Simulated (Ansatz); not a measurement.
Runs of Ansatz 0.2.0 on EuS. It takes space group Fm-3m (No. 225, cubic). Conventional cell: a = 5.957 Å, b = 5.957 Å, c = 5.957 Å, α = 90.00°, β = 90.00°, γ = 90.00°. Eu (site symmetry m-3m) has 6 S at 2.98 Å as nearest neighbours. S (site symmetry m-3m) has 6 Eu at 2.98 Å as nearest neighbours. 

| task | level | potentials or basis | U | cell | k mesh | cutoff (eV) | points for each segment of the path | hubbard projectors | double counting | gap on the mesh (eV) | pressure (GPa) | moment (μB) | relaxed volume (Å³/atom) |
| --- | --- | --- | --- | --- | --- | --- | --- | --- | --- | --- | --- | --- | --- |
| band structure | LDA+U | Ansatz PAW | Eu f U = 4 eV | as given | 8 × 8 × 8 | 420 | 14 | ortho-atomic (the default) | fll (the default) | 0.07 | -4.8 | 7.00 | - |
| relaxation of cell and atoms | BLYP+D3(BJ) | Ansatz PAW | - | relaxed | 8 × 8 × 8 | 420 | - | - | - | - | 0.0 | 6.94 | 24.19 |
| relaxation of cell and atoms | SVWN5 | Ansatz PAW | - | relaxed | 8 × 8 × 8 | 420 | - | - | - | none | 0.0 | 6.87 | (a) |
| single point | PBE | Ansatz PAW | - | as given | 14 × 14 × 14 | 420 | - | - | - | none | -2.5 | 6.98 | - |
| band structure | LDA | JTH PAW LDA | - | as given | 8 × 8 × 8 | 750 | 14 | - | - | none | -8.1 | 6.94 | - |
| density of states | r2SCAN | Ansatz PAW | - | as given | 8 × 8 × 8 | 500 | - | - | - | none | -2.1 | 6.99 | - |
| band structure | RPBE | Ansatz PAW | - | as given | 8 × 8 × 8 | 420 | 14 | - | - | none | -0.2 | 6.99 | - |
| relaxation of cell and atoms | PBE+U | Ansatz PAW | Eu f U = 4 eV | relaxed | 8 × 8 × 8 | 420 | - | ortho-atomic (the default) | fll (the default) | 0.20 | 0.0 | 7.00 | (b) |

Alike in all rows: spin collinear, ferromagnetic start; smearing fermi-dirac 0.05 eV.

Problem. Fill in the values left out.

Solution. (a) 22.59; (b) 26.51.

Caveats: spin-orbit coupling is left out, which moves the levels of the heavy elements; a cell with one magnetic atom can't hold antiferromagnetic order, which such compounds often take; without U or exact exchange the open f shell lies at the Fermi level, which spoils levels, moments and volumes (some runs); the PAW data sets come from PBE, with cores solved anew for the run's functional, which leaves a small shift of forces and pressure (some runs); the magnetic or orbital state may not be the lowest (some runs); the plane-wave basis is chosen anew once the cell has moved, so the energies of steps on either side of that aren't comparable (some runs); the volume moved by -15 % from the deposited cell, more than functionals usually miss (some runs).

A k mesh can miss the band edges, and the runs leave out spin-orbit coupling on Eu.

A gap of «none» marks a metal or a gap under the smearing width.
